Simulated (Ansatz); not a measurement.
Write the native input for Ansatz 0.2.0 that does the following.

| Quantity | Value |
| --- | --- |
| Task | single point |
| Functional | PBE |
| Potentials or basis | Ansatz PAW |
| Cutoff | 420 eV (not typed: the program's choice for these potentials) |
| k mesh | 8 × 8 × 8 |
| Occupations | gaussian, width 0.012 eV |
| Spin | no spin polarisation |

Crystal: GaSb.

```
CELL_PARAMETERS angstrom
0.00000 3.05900 3.05900
3.05900 0.00000 3.05900
3.05900 3.05900 0.00000
ATOMIC_POSITIONS crystal
Sb 0.75000 0.75000 0.75000
Ga 0.00000 0.00000 0.00000
```

One way to write it, as run:

input.yaml

```yaml
crystal:
  lattice:
    - [0.0, 3.059, 3.059]
    - [3.059, 0.0, 3.059]
    - [3.059, 3.059, 0.0]
  atoms:
    - { symbol: Sb, position: [0.75, 0.75, 0.75] }
    - { symbol: Ga, position: [0.0, 0.0, 0.0] }
hamiltonian:
  xc: pbe
  pseudopotentials: { kind: paw }
kpoints:
  mp_grid: { grid: [8, 8, 8] }
scf:
  occupations: { method: gaussian, width: 0.012 }
output:
  forces: true
  stress: true
  eigenvalues: true
  write_density: true
  write_potential: true
  elf: true
  volumetric_format: npy
```

Potentials or basis: Ansatz PAW.

The run is started by

```bash
$ ansatz run input.yaml --threads 2 --pin off --max-ram 5632MiB --backend cpu --events-out ev --progress --plain --runs-dir out
```

It gave:

```json
{
 "Pressure": "2.3 GPa",
 "Band gap on the k mesh": "0.03 eV, direct"
}
```

Caveat: spin-orbit coupling is left out, which moves the levels of the heavy elements.

It took 2.4 s on 2 threads of Intel(R) Xeon(R) Processor @ 2.70GHz, with other jobs on the host, peak memory 0.38 GiB.
